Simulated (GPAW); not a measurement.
Here is a GPAW 26.7.0 calculation.

Contents of run.py:

```python
from ase.dft.bandgap import bandgap
from ase.io import read, write
from ase.units import Bohr, GPa
from gpaw import GPAW, PW
from gpaw.elf import elf_from_dft_calculation

atoms = read('Fe.xyz')
atoms.set_initial_magnetic_moments([3.0])

calc = GPAW(mode=PW(600),
            xc='PBE',
            kpts={'size': (10, 10, 10), 'gamma': True},
            occupations={'name': 'fermi-dirac', 'width': 0.05},
            nbands=12,
            convergence={'density': 1e-05, 'energy': 1e-05},
            maxiter=150,
            txt='gpaw.txt')
atoms.calc = calc
energy = atoms.get_potential_energy()
forces = atoms.get_forces()
stress = atoms.get_stress()
calc.write('gs.gpw')
write('result.traj', atoms)
print(f'Energy: {energy:.6f} eV')
print('Forces (eV/A):')
print(forces.round(4))
print('Stress (GPa):', (stress / GPa).round(3))
print('Moments:', calc.get_magnetic_moments().round(3))
print('Fermi level:', round(calc.get_fermi_level(), 4), 'eV')
print(f'Gap: {bandgap(calc)[0]:.4f} eV, direct: {bandgap(calc, direct=True)[0]:.4f} eV')

# fields on the real-space grid
write('density.cube', atoms, data=calc.get_pseudo_density() * Bohr**3)
write('potential.cube', atoms, data=calc.get_electrostatic_potential())
write('spin.cube', atoms, data=(calc.get_pseudo_density(spin=0) - calc.get_pseudo_density(spin=1)) * Bohr**3)
write('elf.cube', atoms, data=elf_from_dft_calculation(calc).data)
```

Fe.xyz

```xyz
1
Lattice="-1.4430000000 1.4430000000 1.3852800000 1.4430000000 -1.4430000000 1.3852800000 1.4430000000 1.4430000000 -1.3852800000" Properties=species:S:1:pos:R:3 pbc="T T T"
Fe     0.0000000000      0.0000000000      0.0000000000
```

Potentials or basis: GPAW PAW data sets (gpaw-data 1.2.1), pw.

Command:

```sh
$ OMP_NUM_THREADS=1 python run.py
```

Task: What does it give for the band gap on the k mesh?

Result: None (metal or under the smearing width).

Task: Estimate the net moment.

Result: 2.14 μB per cell.

Task: What does it give for the site moments?

Result: Fe +2.19 μB.

Stress tensor (GPa, compression positive):
```
-4.25  0.00  0.00
 0.00 -4.25  0.00
 0.00  0.00  2.85
```

Caveat: the density grid can change from cell to cell, which puts small steps into energies and stress.
